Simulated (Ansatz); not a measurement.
BaTiO3:

```
Ba Ti O
1.0
     4.53388   -2.93796   -2.84449
    -4.17915   -2.17324    2.57872
    -4.67624    2.67138   -2.77803
Ba Ti O
2 2 6
Direct
  0.99294 0.49864 0.49912
  0.99812 0.99664 0.00014
  0.49527 0.25090 0.73929
  0.49333 0.75158 0.24081
  0.51082 0.50216 0.01063
  0.51041 0.00231 0.50870
  0.49548 0.49574 0.49913
  0.49557 0.99266 0.99920
  0.01119 0.00687 0.50887
  0.00442 0.50250 0.00167
```

Base run:

| Property | Result |
| --- | --- |
| Program | Ansatz 0.2.0 |
| Functional | r2SCAN |
| Potentials or basis | Ansatz PAW |
| Cutoff | 500 eV (not typed: the program's choice for these potentials) |
| k mesh | 7 × 7 × 6 |
| Occupations | fermi-dirac, width 0.05 eV |
| Spin | no spin polarisation |

Its results: band gap on the k mesh 1.34 eV; pressure 11.6 GPa; largest force 0.983 eV/Å.

Question: The run is repeated on the same cell with these changes: functional from r2SCAN to PBE; cutoff from 500 eV (not typed: the program's choice for these potentials) to 420 eV (not typed: the program's choice for these potentials); k mesh from 7 × 7 × 6 to 9 × 9 × 8. What comes out?

Answer: Band gap on the k mesh 1.02 eV; pressure 14.6 GPa; largest force 1.016 eV/Å.

Several settings changed at once, so the effect can't be laid on one alone.

Caveats: spin-orbit coupling is left out, which moves the levels of the heavy elements; the PAW data sets come from PBE, with cores solved anew for the run's functional, which leaves a small shift of forces and pressure (some runs); odd divisions of the mesh miss points on the zone boundary, where band edges often lie, so the gap on the mesh can be too wide (some runs); forces of over 1 eV/Å show positions far from the minimum, so gaps and moduli don't describe the material at rest (some runs).
